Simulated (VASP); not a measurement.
A run of VASP 6.6.1:

INCAR

```
PREC = Accurate
ENCUT = 520
EDIFF = 1E-7
ISMEAR = 0
SIGMA = 0.05
LREAL = F
LASPH = T
NELM = 60
ALGO = Normal
ISIF = 2
LWAVE = F
LCHARG = F
GGA = PS
NBANDS = 15
```

KPOINTS

```
Automatic mesh
0
Gamma
  9 9 9
```

POSCAR

```
SrO
3.6293
    0.000000000000      0.707106053509      0.707106053509
    0.707106053509      0.000000000000      0.707106053509
    0.707106053509      0.707106053509      0.000000000000
Sr O
1 1
Direct
    0.5000000000      0.5000000000      0.5000000000
    0.0000000000      0.0000000000      0.0000000000
```

Potentials or basis: VASP PAW PBE potentials, release 54 (Sr_sv, O).

Command:

```bash
$ cat potpaw_PBE.54/Sr_sv/POTCAR potpaw_PBE.54/O/POTCAR > POTCAR
$ mpirun -np 1 vasp_std > vasp.out
```

Hardware: 1 thread of Intel(R) Xeon(R) Platinum 8488C (Sapphire Rapids) (shared host).

Q: How long does it take, and how much memory?

A: It took 16 s on 1 thread of Intel(R) Xeon(R) Platinum 8488C (Sapphire Rapids) (shared host), peak memory 0.16 GiB. Counts: scf iterations 15, k points 35.
